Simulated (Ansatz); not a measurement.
`FCC(F)(F)F` → `FC(F)F` + `[CH]F` at 500 K and 1 bar (formal loss of a carbene).

Gas-phase electronic energies from Ansatz, PBE0-D4/def2-TZVP geometries. CBS: MP2 limit from def2 TZ/QZ plus the TZ coupled-cluster correction, frozen cores. This one scheme is used for every species.

```json
{"species": "`FCC(F)(F)F`", "CCSD(T)/CBS energy (Eh)": "-476.47126", "H − E (kJ/mol)": "156.8", "S (J/(mol·K))": "367.0"}
{"species": "`FC(F)F`", "CCSD(T)/CBS energy (Eh)": "-338.02896", "H − E (kJ/mol)": "90.5", "S (J/(mol·K))": "290.1"}
{"species": "`[CH]F`", "CCSD(T)/CBS energy (Eh)": "-138.29972", "H − E (kJ/mol)": "50.0", "S (J/(mol·K))": "241.9"}
```

H − E and S are ideal-gas, rigid-rotor, harmonic terms from PBE0-D4/def2-TZVP. 1 Eh = 2625.50 kJ/mol, R = 8.31446 J/(mol·K).

By hand: ΔE, ΔH, ΔS and ΔG.

ΔE = (-338.02896) + (-138.29972) − (-476.47126) = 0.14258 Eh = 374.3 kJ/mol. Δ(H − E) = 90.5 + 50.0 − 156.8 = -16.3, so ΔH = 358.0 kJ/mol. ΔS = 290.1 + 241.9 − 367.0 = 165.0 J/(mol·K). ΔG = 358.0 − 500 × (165.0)/1000 = 275.5 kJ/mol.

By hand: the equilibrium constant, and the temperature at which ΔG would vanish if ΔH and ΔS stayed fixed.

log₁₀ K = −ΔG/(RT ln 10) = -28.8. ΔG = 0 at ΔH/ΔS = 2170 K.

The number of gas molecules changes by +1, which sets the sign of ΔS. A doubt of 5 kJ/mol in ΔE shifts log₁₀ K by 0.5 here. These are equilibria of isolated gas molecules and say nothing of rates. Largest T1 diagnostic: 0.018 (customary marks: 0.02 for closed shells, 0.045 for open ones).
